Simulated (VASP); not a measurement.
The system is GaN.

```xyz
2
Lattice="0.0000 2.2535 2.2535 2.2535 0.0000 2.2535 2.2535 2.2535 0.0000" Properties=species:S:1:pos:R:3 pbc="T T T"
Ga    0.0000    0.0000    0.0000
N     1.1268    1.1268    1.1268
```

The cell is a database's computed one.

Base run:

| Quantity | Value |
| --- | --- |
| Program | VASP 6.6.1 |
| Functional | HSE06 |
| Potentials or basis | VASP PAW PBE potentials, release 64 (Ga_d, N) |
| Cutoff | 520 eV |
| k mesh | 8 × 8 × 8 |
| Occupations | gaussian, width 0.02 eV |
| Spin | no spin polarisation |

Its results: band gap on the k mesh 2.99 eV, direct; pressure -1.3 GPa.

The run is repeated on the same cell with these changes: functional from HSE06 to HSE03. What comes out?

Band gap on the k mesh 2.76 eV, direct; pressure -0.9 GPa.

Caveats: the PAW data sets were made with another functional, which shifts forces and pressure a little.

Not every run made on this cell is shown here.
